# When a small band-gap error is a bad sign

## The gap that is too large

Lead telluride, listed as TePb, has a computed gap of 0.69 eV against a measured 0.19 eV. A PBE gap normally comes out too small, and the other eight lie below the listed measured values, though phosphorus only barely. Here it is more than three times the measured value, and still about twice the highest one found, 0.32 eV.

Band gaps of nine crystals, computed with GPAW 26.7.0 (PBE, plane waves, no spin polarisation or spin-orbit coupling) in the given cells, without relaxation. The computed gap is the smallest Kohn-Sham gap, direct or indirect, found on the k-mesh. Where several measured values were found, the one nearest their median is listed.

| formula | space group | volume of the given cell (Å³/atom) | potentials or basis | wave cutoff (eV) | k-mesh | computed band gap (eV) | measured band gap (eV) | range of the values found (eV) | what was measured, and how | source | computed less measured (eV) |
| --- | --- | --- | --- | --- | --- | --- | --- | --- | --- | --- | --- |
| TePb | Fm-3m | 33.73 | GPAW PAW data sets (gpaw data 1.2.1) | 500 | 6x6x6 | 0.692 | 0.19 | 0.19 to 0.32 | electronic band gap at 4 K; not stated; bulk crystal | arXiv:0808.3152 (2008) | 0.50 |
| P | Cmce | 20.46 | GPAW PAW data sets (gpaw data 1.2.1) | 500 | 7x7x5 | 0.284 | 0.3 | 0.28 to 0.33 | optical gap from infrared absorption edge; polarization-resolved infrared absorption; bulk crystal | arXiv:1505.07061 (2015) | -0.02 |
| Bi2Se3 | R-3m | 28.38 | GPAW PAW data sets (gpaw data 1.2.1) | 450 | 6x6x6 | 0.196 | 0.35 | 0.215 to 0.47 | direct optical gap from Tauc plot; FTIR absorption; film | pmc:10609111 (2023) | -0.15 |
| SnSe | Pnma | 26.68 | GPAW PAW data sets (gpaw data 1.2.1) | 600 | 3x6x6 | 0.533 | 0.89 | 0.8 to 1.07 | fundamental indirect gap at room temperature; optical absorption; bulk crystal | arXiv:2409.17412 (2024) | -0.36 |
| SnSe2 | P-3m1 | 25.73 | GPAW PAW data sets (gpaw data 1.2.1) | 600 | 8x8x5 | 0.818 | 1.2 | 1 to 1.21 | direct optical gap from Tauc plot, 1200 nm film (bulk-like); diffuse reflectance; film | pmc:5680184 (2017) | -0.38 |
| CdSe | F-43m | 28.94 | GPAW PAW data sets (gpaw data 1.2.1) | 600 | 8x8x8 | 0.545 | 1.69 | one value | direct gap from (alpha E)^2 extrapolation; spectroscopic ellipsometry; film | arXiv:1007.2297 (2010) | -1.15 |
| CdS | F-43m | 24.81 | GPAW PAW data sets (gpaw data 1.2.1) | 600 | 8x8x8 | 1.126 | 2.42 | one value | optical gap from inflexion point of photoacoustic spectrum, as-grown film; photoacoustic spectroscopy; film | arXiv:cond-mat/9501125 (1995) | -1.29 |
| BaTiO3 | Pm-3m | 12.86 | GPAW PAW data sets (gpaw data 1.2.1) | 600 | 6x6x6 | 1.781 | 3.28 | one value | optical gap from first-derivative diffuse reflectance spectrum; UV-vis diffuse reflectance; powder | pmc:11596716 (2024) | -1.50 |
| ZnS | F-43m | 19.73 | GPAW PAW data sets (gpaw data 1.2.1) | 600 | 9x9x9 | 2.104 | 3.54 | 3.54 to 3.85 | direct optical gap from Tauc plot; UV-vis absorption; film | pmc:9697895 (2022) | -1.44 |

The main reason is well established: the calculation leaves out spin-orbit coupling, the interaction of an electron's spin with its own motion near a heavy nucleus. In lead telluride the lowest empty states come largely from lead 6p orbitals. Spin-orbit coupling splits them and pushes the lowest one down towards the filled states, which narrows the gap strongly. The mesh of wave vectors is not to blame, since it contains the point where both band edges are known to lie. The table holds no run with the coupling switched on, so the size of the effect is not shown here.

The row carries a wider lesson. The usual PBE error makes the gap smaller and the missing coupling makes it larger, so the two partly cancel. Where such opposing errors happen to be equal, the computed gap looks excellent.

## More than 1 eV in four crystals

For CdSe, CdS, BaTiO3 and ZnS the computed gap is 1.1 to 1.5 eV below the measured one. This is the size worth remembering: PBE gives between roughly a third and three fifths of the measured gap in these four. The known band edges of these crystals lie on the mesh of electron wave vectors used, and spin-orbit coupling is weak or moderate. The shortfall is therefore mostly that of the approximation itself.

BaTiO3 needs two reservations. It was computed as an ideal cubic crystal, whereas in the real material the titanium atoms sit off centre, which widens the gap. Part of its 1.5 eV shortfall thus belongs to the structure. Another part may come from the kind of gap: the listed computed gap is indirect, the direct gap of the same run is 1.92 eV, and the table does not say which kind the optical measurement found.

## Why the gap comes out too small

A fundamental band gap is the energy needed to take an electron out of the crystal, less the energy regained when an electron is added to it. The calculation replaces this by the distance between the highest filled and the lowest empty level of the unchanged crystal. Even the exact theory of this kind would miss a piece, because its potential jumps when an electron is added. PBE has no such jump.

Exchange offers a more pictorial view. An electron in a filled state is stabilised by exchange with the other electrons of the same spin that share its region of space, and an electron in an empty state gains less. PBE estimates exchange from the local density and its gradient, so it barely distinguishes the two cases. Filled levels end up too high relative to empty ones.

In the zinc and cadmium compounds a second effect acts in the same direction. PBE places the metal d levels too close to the sulfur or selenium p levels that form the top of the filled bands. The two sets repel each other, and the p levels are pushed up into the gap. This is standard chemistry of these compounds; the table cannot separate its share from the rest.

## Two equal results, two different crystals

The simplest repair is to add a constant to every computed gap. A least-squares constant for the four crystals above is 1.3 eV, and it describes them to about 0.1 eV. For SnSe, which was not used in the fit, it gives

0.53 eV + 1.34 eV ≈ 1.9 eV,

while the measured gap is 0.89 eV. The repair does more harm than the original error.

The rival rule makes the error proportional to the measured gap. Fitted to the same four crystals, it says that PBE finds about 53 % of the gap, so one divides by 0.53. SnSe then comes out at 1.0 eV, which is close. CdSe, although it was part of the fit, also comes out at 1.0 eV, and its measured gap is 1.69 eV.

No better formula of this sort can help, because the computed gaps of CdSe and SnSe differ by only 0.01 eV and the measured ones by 0.8 eV. Any smooth rule that sees only the computed gap must give both crystals nearly the same answer. SnSe2 makes the point more sharply: its computed gap, direct or indirect, lies above that of CdSe, its measured gap below. The missing energy depends on the material.

## What screening explains, and what it leaves open

Theory suggests one reason for this dependence. The exchange that PBE misses is weakened by the other electrons, which shift to screen the interaction. The electronic dielectric constant ε measures how readily they do so, and the missing part of the gap should shrink roughly as 1/ε. Crystals with loosely held, easily polarised electrons should then suffer less.

CdSe and SnSe allow a rough trial. With recalled values of ε near 6 for CdSe and 15 for SnSe, the CdSe error of 1.15 eV scales to about 0.5 eV in SnSe. The table shows 0.36 eV. The SnSe mesh may miss the exact band edges, so the true PBE gap may be somewhat lower, which would move the error towards the scaled value.

The same scaling fails for SnSe2. With ε near 8 it asks for an error of about 0.9 eV, and the table shows 0.38 eV. Setting direct gap against direct gap does not rescue it, for that shortfall is only 0.09 eV. The row is not a clean test, however: its mesh misses the known minimum of the empty bands, and its atoms are not at their PBE rest positions. Screening gives a sensible direction, but it is no formula for correcting gaps. The character of the states on either side of the gap also matters, and these data do not isolate it.

## Good agreement for bad reasons

Over the five crystals with measured gaps of 1.2 eV or less, the signed errors average to only −0.1 eV. This looks like success, but the average error without its sign is more than three times as large. Each close match among them has a specific weakness.

**Phosphorus** agrees with experiment to 0.02 eV. Its gap is known to lie at a point on the boundary of the wave-vector zone, and a mesh with seven divisions steps over that point. A mesh that misses a band edge gives too wide a gap, so the computed 0.28 eV is an upper bound to the PBE gap of this cell. The cell itself is several per cent larger in volume than the measured crystal, and its wider layer spacing is expected to open the gap further. A run on the measured cell, with that point in the mesh, would be the proper test.

**Bi2Se3** is only 0.15 eV too low, but it is a different gap. In the real crystal spin-orbit coupling exchanges the order of the states at the band edges, and the measured gap belongs to that exchanged order. The calculation without the coupling keeps the ordinary order. In this run and the one for phosphorus the program also warned that results may be wrong because the cells are strongly skewed.

**SnSe2** compares two kinds of transition. The measured gap is reported as direct, meaning that the electron keeps its wave vector, while the listed computed gap is indirect. The direct gap from the same calculation is 1.11 eV, only 0.09 eV below experiment. That is the fairer comparison, yet it is no proof of accuracy either, since sizeable forces remain on the selenium atoms and the mesh, with five divisions along the layer stacking, steps over the known minimum of the empty bands.

## Reading such a table

The first thing to look at is the sign. A PBE gap above the measured one, as in lead telluride, points to missing physics, a mesh that misses the band edges or an unsuitable comparison. The next is the kind of gap: direct or indirect, and with or without spin-orbit coupling when heavy atoms form the band edges. The third is whether the mesh contains the points where the band edges lie.

An unusually small error deserves the same inspection as a large one. A shortfall of about 1 eV in a zinc or cadmium compound is ordinary behaviour of the approximation. An error near zero in a crystal with heavy atoms or a coarse mesh may be the sum of several faults.

## What can still be used

Differences between close relatives survive much better than the gaps themselves. From ZnS to CdS the computed gap falls by 0.98 eV and the measured one by 1.12 eV. From CdS to CdSe the falls are 0.58 and 0.73 eV. The three crystals share a structure and a type of bonding, so most of the common error drops out.

Two corrections to the second step pull in opposite directions. Spin-orbit coupling raises the top of the filled bands in CdSe and would lower its gap by roughly 0.1 eV, which increases the computed fall. But the CdSe cell used here is about 1 % longer along its edges than the measured one, and undoing this stretch is expected to raise the gap by a similar amount. For someone choosing between related semiconductors, PBE is thus a fair guide to the direction and approximate size of a change. The comparison of CdSe with SnSe2 shows how this trust fails across different kinds of bonding, where even the order can be wrong.
